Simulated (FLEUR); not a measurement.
# Ge (Fd-3m) in FLEUR: notebook, part 2 of 2

FLEUR MaX-R8.1 (later development tree).

## (3) Equation of state, Wu-Cohen GGA, 21.28 Å³/atom (volume scaled by 0.94)

Input file inp.xml:

```xml
<?xml version="1.0" encoding="UTF-8" standalone="no"?>
<fleurInput fleurInputVersion="0.39">
   <comment>
      Ge                                                                                                  
   </comment>
   <calculationSetup>
      <cutoffs Kmax="4.71" Gmax="14.6" GmaxXC="14.6" numbands="0"/>
      <scfLoop itmax="60" minDistance="0.00001" maxIterBroyd="15" imix="Anderson" alpha="0.05" precondParam="0.0" spinf="2.0" sdNocoIR="T"/>
      <coreElectrons ctail="T" frcor="F" kcrel="0" coretail_lmax="0"/>
      <xcFunctional name="wc" relativisticCorrections="F"/>
      <magnetism jspins="1"/>
      <soc l_soc="F" theta="0.0" phi="0.0" spav="F"/>
      <expertModes spex="0" secvar="F"/>
      <geometryOptimization l_f="F" forcealpha="1.0" forcemix="BFGS" epsdisp="0.00001" epsforce="0.00001"/>
      <ldaU l_linMix="F" mixParam="0.05" spinf="1.0"/>
   </calculationSetup>
   <cell>
      <bzIntegration valenceElectrons="44.0" mode="hist" fermiSmearingEnergy="0.00183747">
         <kPointListSelection listName="default-1"/>
         <!-- k-points included here -->
         <xi:include xmlns:xi="http://www.w3.org/2001/XInclude" href="kpts.xml"> </xi:include>
      </bzIntegration>
      <!-- symmetry operations included here -->
      <xi:include xmlns:xi="http://www.w3.org/2001/XInclude" href="sym.xml"> </xi:include>
      <bulkLattice scale="0.9795861087">
         <bravaisMatrix>
            <row-1>    0.0000000000000000     5.3458651311421859     5.3458651311421859</row-1>
            <row-2>    5.3458651311421859     0.0000000000000000     5.3458651311421859</row-2>
            <row-3>    5.3458651311421859     5.3458651311421859     0.0000000000000000</row-3>
         </bravaisMatrix>
      </bulkLattice>
   </cell>
   <atomSpecies>
      <species name="Germanium (Ge)" element="Ge" atomicNumber="32">
         <mtSphere radius="2.08" gridPoints="707" logIncrement="0.017"/>
         <atomicCutoffs lmax="9" lnonsphr="7"/>
         <electronConfig flipSpins="F">
            <coreConfig>(1s1/2) (2s1/2) (2p1/2) (2p3/2)</coreConfig>
            <valenceConfig>(3s1/2) (3p1/2) (3p3/2) (4s1/2) (3d3/2) (3d5/2) (4p1/2) (4p3/2)</valenceConfig>
            <stateOccupation state="(4p1/2)" spinUp="0.333333" spinDown="0.333333"/>
            <stateOccupation state="(4p3/2)" spinUp="0.666667" spinDown="0.666667"/>
         </electronConfig>
         <energyParameters s="4" p="4" d="3" f="4"/>
         <lo type="SCLO" l="0" n="3" eDeriv="0"/>
         <lo type="SCLO" l="1" n="3" eDeriv="0"/>
         <lo type="SCLO" l="1" n="3" eDeriv="1"/>
         <lo type="HELO" l="2" n="4" eDeriv="0"/>
         <lo type="HELO" l="2" n="4" eDeriv="1"/>
         <lo type="SCLO" l="3" n="4" eDeriv="2"/>
      </species>
   </atomSpecies>
   <atomGroups>
      <atomGroup species="Germanium (Ge)">
         <relPos label="                   1">-3.000/8.000 -3.000/8.000 -3.000/8.000</relPos>
         <relPos label="                   2">3.000/8.000 3.000/8.000 3.000/8.000</relPos>
         <force calculate="T" relaxXYZ="TTT"/>
      </atomGroup>
   </atomGroups>
   <output dos="F" band="F" slice="F">
      <checks vchk="F" cdinf="F"/>
      <bandDOS minEnergy="-.5*Htr" maxEnergy="0.5*Htr" sigma="0.015" storeEVData="T"/>
      <vacuumDOS vacdos="F" integ="F" star="F" nstars="0" locx1="0.0" locy1="0.0" locx2="0.0" locy2="0.0" nstm="0" tworkf="0.0"/>
      <unfoldingBand unfoldBand="F" supercellX="1" supercellY="1" supercellZ="1"/>
      <plotting iplot="0" polar="F">
         <plot TwoD="T" vec1="  1.0  0.0  0.0" vec2="  0.0  1.0  0.0" vec3="  0.0  0.0  1.0" zero="  0.0  0.0  0.0" file="plot"/>
      </plotting>
      <chargeDensitySlicing numkpt="0" minEigenval="0.0" maxEigenval="0.0" nnne="0" pallst="F"/>
      <specialOutput eonly="F"/>
      <moessbauerParams electricFieldGradient="T" isomerShift="T" coreHyperfine="T" valenceHyperfine="T"/>
      <magneticCircularDichroism mcd="F" energyLo="-10.0" energyUp="0.0"/>
   </output>
  <!-- We include the file relax.xml here to enable relaxations (see documentation) -->
  <xi:include xmlns:xi="http://www.w3.org/2001/XInclude" href="relax.xml"> <xi:fallback/> </xi:include>
</fleurInput>
```

Potentials or basis: all-electron, FLAPW.

Run with:

```sh
> inpgen -f crystal.txt -profile fastHighL
> # inp.xml edited to the form shown
> fleur_MPI
```

The log of the run:

```text
Welcome to FLEUR        (www.flapw.de)
      MaX-Release 8.1          (www.max-centre.eu)

 ========== k-point set info ==========
 Selected k-point list: default-1
 k-point list type: mesh
 8 x 8 x 8
 Number of k points: 29

 ------------Calculation Setup---------------------------
 Number of MPI-tasks      :            1
 Number of PE/node        :            1
 Number of OMP-threads    :            1
 Most efficient MPI parallelization for:
           1          29
 Additional eigenvalue parallelization possible
 Number of basis functions:          615
 Approximate size of matrices (H+S) per k-point:         0.006 GB
 --------------------------------------------------------
 Iteration:     1   Distance:       6.95520051 me/bohr^3
 Iteration:     2   Distance:       6.51134780 me/bohr^3
 Iteration:     3   Distance:       2.45850621 me/bohr^3
 Iteration:     4   Distance:       0.39896660 me/bohr^3
 Iteration:     5   Distance:       0.35073891 me/bohr^3
 Iteration:     6   Distance:       0.04783502 me/bohr^3
 Iteration:     7   Distance:       0.04861042 me/bohr^3
 Iteration:     8   Distance:       0.00631344 me/bohr^3
 Iteration:     9   Distance:       0.00078504 me/bohr^3
 Iteration:    10   Distance:       0.00035815 me/bohr^3
 Iteration:    11   Distance:       0.00002557 me/bohr^3
 Iteration:    12   Distance:       0.00002223 me/bohr^3
 Iteration:    13   Distance:       0.00000076 me/bohr^3

 ********************************************************************
 Run finished successfully
 Stop message:
   all done
 ********************************************************************
```

out.xml (last iteration):

```text
<iteration numberForCurrentRun="   13" overallNumber="   13">
         <energyParameters units="Htr">
            <atomicEP atomType="1" spin="1" branch="4s" branchLowest="-5.76" branchHighest="1.20" value="-0.1613472839"/>
            <atomicEP atomType="1" spin="1" branch="4p" branchLowest="-3.82" branchHighest="1.94" value="0.0416757950"/>
            <atomicEP atomType="1" spin="1" branch="3d" branchLowest="-9.99" branchHighest="-0.62" value="-0.6499858666"/>
            <atomicEP atomType="1" spin="1" branch="4f" branchLowest="-9.99" branchHighest="3.88" value="0.3940483807"/>
            <loAtomicEP atomType="1" spin="1" branch="3s" branchLowest="-49.96" branchHighest="-5.76" value="-5.7584674130"/>
            <loAtomicEP atomType="1" spin="1" branch="3p" branchLowest="-43.61" branchHighest="-3.82" value="-3.8235120053"/>
            <loAtomicEP atomType="1" spin="1" branch="3p" branchLowest="-43.61" branchHighest="-3.82" value="-3.8235120053"/>
            <heloAtomicEP atomType="1" spin="1" branch="4d" branchLowest="2.30" branchHighest="2.30" value="2.2992014889"/>
            <heloAtomicEP atomType="1" spin="1" branch="4d" branchLowest="2.30" branchHighest="2.30" value="2.2992014889"/>
            <loAtomicEP atomType="1" spin="1" branch="4f" branchLowest="-9.99" branchHighest="3.88" value="0.3940518105"/>
         </energyParameters>
         <eigenvalues>
            <eigenvaluesAt spin="1" ikpt="1" k_x="0.00000000" k_y="0.00000000" k_z="0.00000000">
                      -5.7585252613       -5.7584023786       -3.8216130439       -3.8216130439       -3.8216130439
                      -3.8211874363       -3.8211874363       -3.8211874363       -0.6634851407       -0.6634851407
                      -0.6634851407       -0.6619574390       -0.6619574390       -0.6528688073       -0.6528688073
                      -0.6528688073       -0.6521595882       -0.6521595882       -0.2353224642        0.2532371232
                       0.2532371232        0.2532371232        0.2720309882        0.3470941140        0.3470941140
                       0.3470941140        0.4864009408        0.6067872733        0.6067872733        0.6505880457
                       0.6505880457        0.6505880457        0.7620086529        1.2189486801
            </eigenvaluesAt>
            <eigenvaluesAt spin="1" ikpt="2" k_x="0.00000000" k_y="0.00000000" k_z="0.12500000">
                      -5.7585217519       -5.7584058295       -3.8216170581       -3.8216170581       -3.8216055451
                      -3.8211934682       -3.8211830240       -3.8211830240       -0.6638374238       -0.6638374238
                      -0.6633713090       -0.6614517353       -0.6614517353       -0.6533380072       -0.6533380072
                      -0.6529895748       -0.6517608247       -0.6517608247       -0.2278950363        0.1678769745
                       0.2397971828        0.2397971828        0.2995695098        0.3648480686        0.3648480686
                       0.3872661916        0.5234254985        0.5698942235        0.5698942235        0.6238440317
                       0.7150277163        0.7150277163        0.8174532047        1.0861235455
            </eigenvaluesAt>
            <eigenvaluesAt spin="1" ikpt="3" k_x="0.00000000" k_y="0.00000000" k_z="0.25000000">
                      -5.7585123772       -5.7584152388       -3.8216265413       -3.8216265413       -3.8215882163
                      -3.8212110013       -3.8211728084       -3.8211728084       -0.6642594636       -0.6642594636
                      -0.6631116114       -0.6607005671       -0.6607005671       -0.6539054949       -0.6539054949
                      -0.6533056611       -0.6513354399       -0.6513354399       -0.2062769660        0.0751849122
                       0.2182695475        0.2182695475        0.2828292934        0.3886537713        0.3886537713
                       0.4706339241        0.5452310084        0.5606300760        0.5606300760        0.6608243655
                       0.8169248806        0.8169248806        0.9230787514        0.9418098926
            </eigenvaluesAt>
            <eigenvaluesAt spin="1" ikpt="4" k_x="0.00000000" k_y="0.00000000" k_z="0.37500000">
                      -5.7585006546       -5.7584269615       -3.8216354234       -3.8216354234       -3.8215692604
                      -3.8212300298       -3.8211630667       -3.8211630667       -0.6644613716       -0.6644613716
                      -0.6628422646       -0.6602538707       -0.6602538707       -0.6541876496       -0.6541876496
                      -0.6536296912       -0.6511143562       -0.6511143562       -0.1742948450       -0.0016052061
                       0.2031857909        0.2031857909        0.2687494687        0.3925442026        0.3925442026
                       0.5163573708        0.5694849083        0.6075736078        0.6075736078        0.7375344187
                       0.8113751668        0.8113751668        0.8896492086        0.9407469663
            </eigenvaluesAt>
         </eigenvalues>
         <bandgap value="0.2884478208" units="eV"/>
         <sumValenceSingleParticleEnergies value="-81.7482806801" units="Htr"/>
         <FermiEnergy value="0.2579873782" units="Htr"/>
         <valenceDensity>
            <mtCharges spin="1">
               <mtCharge atomType="1" total="19.8276065" s="2.9177208" p="6.9593065" d="9.9438570" f="0.0053664"/>
            </mtCharges>
            <spinDependentCharge spin="1" total="44.0000000" interstitial="4.3447869" mtSpheres="39.6552131"/>
            <totalCharge value="44.0000000000"/>
         </valenceDensity>
         <coreStates atomType="     1" atomicNumber=" 32" spin="1" kinEnergy="   1817.8157140159" eigValSum="  -1166.0424299448" lostElectrons=" 0.000000">
            <state n="1" l="0" j="0.5" energy="-402.1869787306" weight="1.0000000000"/>
            <state n="2" l="0" j="0.5" energy="-49.9565052534" weight="1.0000000000"/>
            <state n="2" l="1" j="0.5" energy="-44.4069633689" weight="1.0000000000"/>
            <state n="2" l="1" j="1.5" energy="-43.2353838097" weight="2.0000000000"/>
         </coreStates>
         <allElectronCharges>
            <spinDependentCharge spin="1" total="64.0000000" interstitial="4.3447869" mtSpheres="59.6552131"/>
            <totalCharge value="64.0000000005"/>
         </allElectronCharges>
         <moessbauerParams unitsHFF="kG" unitsIS="e/bohr^3" unitsEFG="Htr/bohr^2">
            <coreIsomerShift atomType="1" isTotal="31427.35824">
               <shell n="1" l="0" isomerShift="28532.61747"/>
               <shell n="2" l="0" isomerShift="2869.50859"/>
               <shell n="2" l="1" isomerShift="25.23218"/>
            </coreIsomerShift>
            <isomerShift atomType="1" nucleusRadius="0.0000986" averageDensity="31895.77202"/>
            <electricFieldGradient atomType="1" VXX="0.00000" VYY="0.00000" VZZ="0.00000" asymParam="0.00000">
            </electricFieldGradient>
         </moessbauerParams>
         <totalEnergy                                    value="    -4197.2203112814" units="Htr">
            <sumOfEigenvalues                            value="    -2413.8331405697">
               <coreElectrons value="-2332.0848598896"/>
               <valenceElectrons value="-81.7482806801"/>
            </sumOfEigenvalues>
            <densityCoulombPotentialIntegral value="-6491.6944561453"/>
            <densityEffectivePotentialIntegral value="-6698.9407495347"/>
            <chargeDenXCDenIntegral value="-158.5902127394"/>
            <FockExchangeEnergyValence value="0.0000000000"/>
            <FockExchangeEnergyCore value="0.0000000000"/>
            <atomTypeDependentContributions atomType="1">
               <electronNucleiInteractionDifferentMTs value="5042.1756268028"/>
               <MadelungTerm value="-35.7148526316"/>
            </atomTypeDependentContributions>
            <tkbTimesEntropy value="0.0000126956"/>
            <freeEnergy value="-4197.2203239770"/>
            <extrapolationTo0K value="-4197.2203176292"/>
         </totalEnergy>
         <densityConvergence units="me/bohr^3">
            <chargeDensity spin="1" distance="0.0000007638"/>
         </densityConvergence>
      </iteration>
```

Run time: 39 s. Hardware: 1 thread of Arm Neoverse V1, shared host; peak memory 0.08 GiB.

What came out:

| Item | Value |
| --- | --- |
| Free energy | -114212.1834 eV |
| Band gap on the k mesh | 0.29 eV, indirect (least direct gap 0.51 eV) |
| Valence electrons inside the program's atomic spheres | Ge 19.83 (radii Ge 2.08 bohr) |

## (4) Equation of state, Wu-Cohen GGA, 21.73 Å³/atom (volume scaled by 0.96)

Changes to inp.xml since step 3:

```diff
@@ -24,3 +24,3 @@
       <xi:include xmlns:xi="http://www.w3.org/2001/XInclude" href="sym.xml"> </xi:include>
-      <bulkLattice scale="0.9795861087">
+      <bulkLattice scale="0.9864848297">
          <bravaisMatrix>
```

Run with:

```sh
> inpgen -f crystal.txt -profile fastHighL
> # inp.xml edited to the form shown
> fleur_MPI
```

Wall time 40 s (1 thread of Arm Neoverse V1, shared host); peak memory 0.08 GiB.

It converged, with:

| Property | Result |
| --- | --- |
| Free energy | -114212.2103 eV |
| Band gap on the k mesh | 0.22 eV, indirect (least direct gap 0.31 eV) |
| Valence electrons inside the program's atomic spheres | Ge 19.81 (radii Ge 2.08 bohr) |

## (5) Equation of state, Wu-Cohen GGA, 22.64 Å³/atom

Changes to inp.xml since step 4:

```diff
@@ -24,3 +24,3 @@
       <xi:include xmlns:xi="http://www.w3.org/2001/XInclude" href="sym.xml"> </xi:include>
-      <bulkLattice scale="0.9864848297">
+      <bulkLattice scale="1.0000000000">
          <bravaisMatrix>
```

Run with:

```sh
> inpgen -f crystal.txt -profile fastHighL
> # inp.xml edited to the form shown
> fleur_MPI
```

It took 44 s on 1 thread of Arm Neoverse V1, shared host; peak memory 0.08 GiB.

It converged, with:

* Free energy: -114212.2356 eV
* Band gap on the k mesh: none (metal or under the smearing width)
* Valence electrons inside the program's atomic spheres: Ge 19.78 (radii Ge 2.08 bohr)

## (6) Equation of state, Wu-Cohen GGA, 23.54 Å³/atom (volume scaled by 1.04)

Changes to inp.xml since step 5:

```diff
@@ -24,3 +24,3 @@
       <xi:include xmlns:xi="http://www.w3.org/2001/XInclude" href="sym.xml"> </xi:include>
-      <bulkLattice scale="1.0000000000">
+      <bulkLattice scale="1.0131594038">
          <bravaisMatrix>
```

Potentials or basis: all-electron, FLAPW.

Run with:

```sh
> inpgen -f crystal.txt -profile fastHighL
> # inp.xml edited to the form shown
> fleur_MPI
```

It took 48 s on 1 thread of Arm Neoverse V1, shared host; peak memory 0.09 GiB.

The run converged. Its results:

- Free energy: -114212.2295 eV
- Band gap on the k mesh: none (metal or under the smearing width)
- Valence electrons inside the program's atomic spheres: Ge 19.75 (radii Ge 2.08 bohr)

## (7) Equation of state, Wu-Cohen GGA, 24.00 Å³/atom (volume scaled by 1.06)

Changes to inp.xml since step 6:

```diff
@@ -24,3 +24,3 @@
       <xi:include xmlns:xi="http://www.w3.org/2001/XInclude" href="sym.xml"> </xi:include>
-      <bulkLattice scale="1.0131594038">
+      <bulkLattice scale="1.0196128224">
          <bravaisMatrix>
```

Run with:

```sh
> inpgen -f crystal.txt -profile fastHighL
> # inp.xml edited to the form shown
> fleur_MPI
```

It took 48 s on 1 thread of Arm Neoverse V1, shared host; peak memory 0.09 GiB.

Results (log left out):

```yaml
Free_energy: -114212.2164 eV
Band_gap_on_the_k_mesh: none (metal or under the smearing width)
Valence_electrons_inside_the_program's_atomic_spheres: Ge 19.74 (radii Ge 2.08 bohr)
```

## (8) Equation of state, Wu-Cohen GGA

Potentials or basis: all-electron, FLAPW.

This step only gathers the single runs of the series.

Results:

- Equilibrium volume: 22.89 Å³/atom
- Bulk modulus: 66 GPa
- Pressure derivative of the bulk modulus: 4.4 (rough: it moves with the points fitted)

Energy against volume, from the lowest point:
| volume (Å³/atom) | energy (meV/atom) |
| --- | --- |
| 21.281 | 26.11 |
| 21.733 | 12.63 |
| 22.639 | 0.00 |
| 23.545 | 3.04 |
| 23.997 | 9.62 |

## (9) Against experiment

Step 2. A measured gap of Ge is 0.807 eV (direct; 300 K; “Electronic and optical properties of SixGe1-x-ySny alloys lattice-matched to Ge”, 2021, arxiv:2109.02782); the calculated 0.00 eV misses it by -0.81 eV. 3 values of this kind are on record (0.666 to 0.807 eV); this one was drawn at random among those near their median. Spin-orbit coupling on Ge is left out. The value is that of Wu-Cohen GGA, without temperature or zero-point motion.

Step 8. A measured bulk modulus of Ge is 75.8 GPa (quoted in “Sub-monolayer structures of Ag overlayers on Ge(111): experimental observations and first-principles study”, 2019, arxiv:1908.00180); the calculated 66 GPa misses it by -12.3 %. The fit is for a static lattice scaled at fixed shape and fixed fractional positions. The cell as given is a measured one (22.64 Å³/atom); Wu-Cohen GGA puts the equilibrium volume +1.1 % from it, thermal expansion not counted.
